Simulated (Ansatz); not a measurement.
Geometry optimisation in Ansatz: input, command and trajectory.

```yaml
crystal:
  lattice:
    - [5.0169532808, 0.0, 0.0]
    - [-2.5084766405, 4.3448089908, 0.0]
    - [0.0, 0.0, 11.4935983009]
  atoms:
    - { symbol: Rb, position: [0.7198, 0.0, 0.6666666667] }
    - { symbol: Rb, position: [0.0, 0.7198, 0.3333333333] }
    - { symbol: Rb, position: [0.2802, 0.2802, 0.0] }
    - { symbol: Br, position: [0.4889, 0.0, 0.1666666667] }
    - { symbol: Br, position: [0.0, 0.4889, 0.8333333333] }
    - { symbol: Br, position: [0.5111, 0.5111, 0.5] }
basis:
  ecutwfc: 420
kpoints:
  mp_grid: { grid: [6, 6, 2] }
hamiltonian:
  xc: pbe
scf:
  occupations: { method: gaussian, width: 0.1 }
  lower_state_search: "off"
output:
  forces: true
  stress: true
  eigenvalues: true
relax:
  adjacent_minimum: "off"
  f_tol: 0.04
  max_steps: 70
  cell: { stress_tol: 0.4 }
```

```bash
ansatz run input.yaml --threads 1 --pin off --max-ram 2560MiB --backend cpu --events-out ev --progress --plain --runs-dir out
```

Level of theory: Ansatz, DFT PBE, scalar-relativistic, plane waves, PAW.

Of 7 frames 6 are shown, positions in Å and forces in eV/Å; the SCF threshold varies from step to step. Steps run on the plane waves of an earlier cell, with a Pulay correction in the pressure. The basis is chosen afresh for the last frame, the zero of the energies, and at times for earlier ones too; energy and pressure step there, also at an unchanged geometry.

```xyz
6
Lattice="5.0170 0.0000 0.0000 -2.5085 4.3448 0.0000 0.0000 0.0000 11.4936" Properties=species:S:1:pos:R:3:forces:R:3 pbc="T T T" step=1 free_energy_over_end_meV_per_atom=346.84 pressure_GPa=4.83
Rb    3.6112    0.0000    7.6624   -0.2078    0.0000    0.0000
Rb   -1.8056    3.1274    3.8312    0.1039   -0.1799    0.0000
Rb    0.7029    1.2174    0.0000    0.1039    0.1799    0.0000
Br    2.4528    0.0000    1.9156    1.9248    0.0000    0.0000
Br   -1.2264    2.1242    9.5780   -0.9624    1.6669    0.0000
Br    1.2821    2.2206    5.7468   -0.9624   -1.6669    0.0000
6
Lattice="5.0667 0.0000 0.0000 -2.5333 4.3879 0.0000 0.0000 0.0000 11.7978" Properties=species:S:1:pos:R:3:forces:R:3 pbc="T T T" step=2 free_energy_over_end_meV_per_atom=154.88 pressure_GPa=1.96
Rb    3.6147    0.0000    7.8652   -0.0660    0.0000    0.0000
Rb   -1.8073    3.1304    3.9326    0.0330   -0.0571    0.0000
Rb    0.7260    1.2575    0.0000    0.0330    0.0571    0.0000
Br    2.6740    0.0000    1.9663    1.0520    0.0000    0.0000
Br   -1.3370    2.3157    9.8315   -0.5260    0.9111    0.0000
Br    1.1964    2.0721    5.8989   -0.5260   -0.9111    0.0000
6
Lattice="5.0765 0.0000 0.0000 -2.5382 4.3964 0.0000 0.0000 0.0000 11.9091" Properties=species:S:1:pos:R:3:forces:R:3 pbc="T T T" step=3 free_energy_over_end_meV_per_atom=68.59 pressure_GPa=0.66
Rb    3.6286    0.0000    7.9394   -0.0240    0.0000    0.0000
Rb   -1.8143    3.1424    3.9697    0.0120   -0.0208    0.0000
Rb    0.7240    1.2539    0.0000    0.0120    0.0208    0.0000
Br    2.8763    0.0000    1.9849    0.5977    0.0000    0.0000
Br   -1.4382    2.4910    9.9243   -0.2988    0.5176    0.0000
Br    1.1001    1.9054    5.9546   -0.2988   -0.5176    0.0000
6
Lattice="5.0037 0.0000 0.0000 -2.5019 4.3334 0.0000 0.0000 0.0000 11.8919" Properties=species:S:1:pos:R:3:forces:R:3 pbc="T T T" step=4 free_energy_over_end_meV_per_atom=24.23 pressure_GPa=0.39
Rb    3.5104    0.0000    7.9279   -0.0259    0.0000    0.0000
Rb   -1.7552    3.0401    3.9640    0.0129   -0.0224    0.0000
Rb    0.7467    1.2933    0.0000    0.0129    0.0224    0.0000
Br    3.0346    0.0000    1.9820    0.3256    0.0000    0.0000
Br   -1.5173    2.6280    9.9099   -0.1628    0.2819    0.0000
Br    0.9846    1.7053    5.9459   -0.1628   -0.2819    0.0000
6
Lattice="4.9623 0.0000 0.0000 -2.4812 4.2975 0.0000 0.0000 0.0000 12.0178" Properties=species:S:1:pos:R:3:forces:R:3 pbc="T T T" step=5 free_energy_over_end_meV_per_atom=2.80 pressure_GPa=0.18
Rb    3.3829    0.0000    8.0118   -0.0246    0.0000    0.0000
Rb   -1.6914    2.9297    4.0059    0.0123   -0.0213    0.0000
Rb    0.7897    1.3678    0.0000    0.0123    0.0213    0.0000
Br    3.2073    0.0000    2.0030    0.0842    0.0000    0.0000
Br   -1.6036    2.7776   10.0148   -0.0421    0.0729    0.0000
Br    0.8775    1.5199    6.0089   -0.0421   -0.0729    0.0000
6
Lattice="4.9576 0.0000 0.0000 -2.4788 4.2934 0.0000 0.0000 0.0000 12.1685" Properties=species:S:1:pos:R:3:forces:R:3 pbc="T T T" step=7 free_energy_over_end_meV_per_atom=0.00 pressure_GPa=0.01
Rb    3.3176    0.0000    8.1123   -0.0059    0.0000    0.0000
Rb   -1.6588    2.8731    4.0562    0.0029   -0.0051    0.0000
Rb    0.8200    1.4204    0.0000    0.0029    0.0051    0.0000
Br    3.2916    0.0000    2.0281    0.0084    0.0000    0.0000
Br   -1.6458    2.8506   10.1404   -0.0042    0.0073    0.0000
Br    0.8330    1.4428    6.0842   -0.0042   -0.0073    0.0000
```

The start puts this composition into another compound's structure type, which needn't suit it. At the end the space group is Fm-3m (tolerance 0.05 Å).

It took 46 s on 1 thread of Intel(R) Xeon(R) 6975P-C (Granite Rapids) (shared host), peak memory 0.46 GiB.

The k mesh is coarse.